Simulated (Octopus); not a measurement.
Crystal: AlN.

```
Al N
1.0
     0.00000    2.03452    2.03452
     2.03452    0.00000    2.03452
     2.03452    2.03452    0.00000
Al N
1 1
Cartesian
  2.0345 2.0345 2.0345
  0.0000 0.0000 0.0000
```

Measurements of this composition are mostly on another form, of space group No. 186.

Base run:

```yaml
Program: Octopus 16.4
Functional: PBEsol
Potentials_or_basis: pseudodojo_pbesol (PseudoDojo 0.4, PBEsol)
Grid_spacing: 0.131 Å
k_mesh: 11 × 11 × 11
Occupations: fermi-dirac, width 0.05 eV
Spin: no spin polarisation
```

Its results: band gap on the k mesh 4.54 eV, indirect (least direct gap 5.40 eV).

Q: The run is repeated on the same cell with these changes: functional from PBEsol to PBE; potentials or basis from pseudodojo_pbesol (PseudoDojo 0.4, PBEsol) to pseudodojo_pbe (PseudoDojo 0.5, PBE). What comes out?

A: Band gap on the k mesh 4.62 eV, indirect (least direct gap 5.42 eV).

Caveats: an odd mesh through Γ misses points on the zone boundary, where band edges often lie.
